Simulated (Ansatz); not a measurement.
`C[O][InH][NH2]` + `F[C](F)F`• → `C[O][In][NH2]`• + `FC(F)F`  (hydrogen abstraction from the In–H bond)

Computed with Ansatz on PBE0-D4/def2-TZVP structures; ΔE is electronic, products minus reactants. CCSD(T)/CBS is the MP2 limit (def2-TZVPP, def2-QZVPP) plus CCSD(T) − MP2 in def2-TZVPP, frozen cores. This one scheme is used for every species. DFT in def2-TZVPP. Open shells (•) are unrestricted, without spin–orbit coupling. Elements past krypton have def2 core potentials. For In outer-core shells are correlated without core-valence functions, which leaves a few kJ/mol of doubt a bond. Each species was taken in one conformer, which may not be the lowest.

`C[O][InH][NH2]`:

```xyz
10

C     1.527   -0.709   -0.152
O     0.721   -0.784    0.988
In   -1.072    0.077    1.052
N    -1.503    0.903   -0.728
H     1.838    0.320   -0.389
H     2.441   -1.290    0.018
H     1.042   -1.121   -1.050
H    -2.006   -0.089    2.452
H    -0.752    1.104   -1.370
H    -2.235    1.589   -0.821
```

`F[C](F)F`•:

Cartesian coordinates in Å:
```
F -0.031 1.214 0.323
C 0.295 -0.018 0.007
F -0.091 -0.318 -1.212
F -0.173 -0.877 0.882
```

`C[O][In][NH2]`•:

Z-matrix (Å, degrees):
```
C
O 1 1.395
H 1 1.099 2 113.1
H 1 1.097 2 108.6 3 118.9
H 1 1.099 2 112.8 3 -122.5
In 2 2.012 1 128.0 3 56.8
N 6 2.070 2 109.3 1 177.5
H 7 1.014 6 113.5 2 162.6
H 7 1.016 6 111.0 2 41.6
```

`FC(F)F`:

Z-matrix (Å, degrees):
```
C
F 1 1.331
F 1 1.331 2 108.5
F 1 1.331 2 108.5 3 -117.7
H 1 1.093 2 110.4 3 121.1
```

CCSD(T)/CBS gives -164.6 kJ/mol.

(1) Another level gave -167.7 kJ/mol. Which?
A. r2SCANh/def2-TZVPP
B. LDA (SPW92)/def2-TZVPP
C. SCS-MP2/def2-TZVPP
D. r2SCAN0-D4/def2-TZVPP

Largest T1 diagnostic among the species: 0.021.

Results:

(1) C. SCS-MP2/def2-TZVPP -167.7, LDA (SPW92) -174.0, r2SCANh -159.8, r2SCAN0-D4 -155.8 kJ/mol.

In def2-TZVPP, CCSD(T) changes the Hartree–Fock value by −22.9 kJ/mol (the triples alone add −2.4 kJ/mol) and MP2 by −26.1 kJ/mol. From PBE to PBE0 (25 % exact exchange), in def2-TZVPP and without D4, ΔE moves by +9.2 kJ/mol.

CCSD(T)/CBS has its own doubt, a few kJ/mol and more with outer-core shells, so smaller differences from it don't rank the levels.
